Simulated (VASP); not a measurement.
Crystal: Hf.

```
Hf
1.0
    -1.80500    1.80500    1.80500
     1.80500   -1.80500    1.80500
     1.80500    1.80500   -1.80500
Hf
1
Direct
  0.00000 0.00000 0.00000
```

This isn't the form of Hf at room conditions, which is hcp.

| Property | Result |
| --- | --- |
| Program | VASP 6.6.1 |
| Task | relaxation of cell and atoms |
| Functional | r2SCAN |
| Potentials or basis | VASP PAW PBE potentials, release 64 (Hf_pv) |
| Cutoff | 600 eV |
| k mesh | 10 × 10 × 10 |
| Occupations | methfessel-paxton, width 0.1 eV |
| Spin | no spin polarisation |

At the start: pressure -6.1 GPa; volume 23.52 Å³/atom.

Task: How do energy, volume and symmetry change on relaxing?

Result: Over 4 steps the energy falls by 29.1 meV/atom and the volume is 22.07 Å³/atom (-6.2 %); space group Im-3m (No. 229, to 0.05 Å).

The path:
| step | energy change (eV) | largest force (eV/Å) | pressure (GPa) | volume (Å³) |
| --- | --- | --- | --- | --- |
| 1 | 0.0000 | 0.0000 | -6.08 | 23.52 |
| 2 | 0.0073 | 0.0000 | 8.30 | 20.61 |
| 3 | -0.0291 | 0.0000 | -0.15 | 22.10 |
| 4 | -0.0291 | 0.0000 | 0.01 | 22.07 |

Final structure:
```yaml
crystal:
  lattice:
    - [-1.76699, 1.76699, 1.76699]
    - [1.76699, -1.76699, 1.76699]
    - [1.76699, 1.76699, -1.76699]
  atoms:
    - { symbol: Hf, position: [0.00000, 0.00000, 0.00000] }
```

Caveat: the PAW data sets were made with another functional, which shifts forces and pressure a little.
